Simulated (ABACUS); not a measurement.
An input for ABACUS 3.10.1 (Nd):

File INPUT:

```
INPUT_PARAMETERS
suffix              Nd
calculation         scf
basis_type          pw
pseudo_dir          ./
symmetry            1
dft_functional      GGA_X_RPBE+GGA_C_PBE
ecutwfc             55
pseudo_rcut         10
nspin               1
nbands              17
ks_solver           dav
smearing_method     fd
smearing_sigma      0.00367493
scf_thr             1e-08
scf_nmax            100
mixing_type         broyden
mixing_beta         0.7
cal_force           1
cal_stress          1
ecutrho             440
out_chg             1
out_pot             2
out_elf             0
kpar                4
```

File STRU:

```
ATOMIC_SPECIES
Nd 144.2420 Nd.paw.z_14.atompaw.wentzcovitch.v1.2.upf

LATTICE_CONSTANT
1.8897261246

LATTICE_VECTORS
-2.0754700287 2.0754700287 2.0754700287
2.0754700287 -2.0754700287 2.0754700287
2.0754700287 2.0754700287 -2.0754700287

ATOMIC_POSITIONS
Direct

Nd
0.0
1
0.0000000000 0.0000000000 0.0000000000 1 1 1
```

KPT

```
K_POINTS
0
Gamma
7 7 7 0 0 0
```

Potentials or basis: SSSP 1.3 efficiency PBE, plane waves.

Launch:

```bash
$ OMP_NUM_THREADS=1 mpirun -np 4 abacus > log
```

Problem. Does this run start?

Solution. The run stopped without a result. It printed:

running log:

```text
ABACUS v3.10.1

               Atomic-orbital Based Ab-initio Computation at UStc

 ------------------------------------------------------------------------------------

 READING GENERAL INFORMATION
                           global_out_dir = OUT.Nd/
                           global_in_card = INPUT
                               pseudo_dir = ./
[... 32 lines left out ...]
 The esolver type has been set to : ksdft_pw

 !!!!!!!!!!!!!!!!!!!!!!!!!!!!!!!!!!!!!!!!!!!!!!!!!!!!!!!!!
                         NOTICE
 !!!!!!!!!!!!!!!!!!!!!!!!!!!!!!!!!!!!!!!!!!!!!!!!!!!!!!!!!

 PAW POTENTIAL IS NOT SUPPORTED
 CHECK IN FILE : OUT.Nd/warning.log

 !!!!!!!!!!!!!!!!!!!!!!!!!!!!!!!!!!!!!!!!!!!!!!!!!!!!!!!!!
                         NOTICE
 !!!!!!!!!!!!!!!!!!!!!!!!!!!!!!!!!!!!!!!!!!!!!!!!!!!!!!!!!
 Check in file : OUT.Nd/warning.log
```

On the terminal:

```text
ABACUS v3.10.1

               Atomic-orbital Based Ab-initio Computation at UStc

 !!!!!!!!!!!!!!!!!!!!!!!!!!!!!!!!!!!!!!!!!!!!!!!!!!!!!!!!!
                         NOTICE
 !!!!!!!!!!!!!!!!!!!!!!!!!!!!!!!!!!!!!!!!!!!!!!!!!!!!!!!!!

 PAW POTENTIAL IS NOT SUPPORTED
 CHECK IN FILE : OUT.Nd/warning.log

 !!!!!!!!!!!!!!!!!!!!!!!!!!!!!!!!!!!!!!!!!!!!!!!!!!!!!!!!!
                         NOTICE
 !!!!!!!!!!!!!!!!!!!!!!!!!!!!!!!!!!!!!!!!!!!!!!!!!!!!!!!!!
```
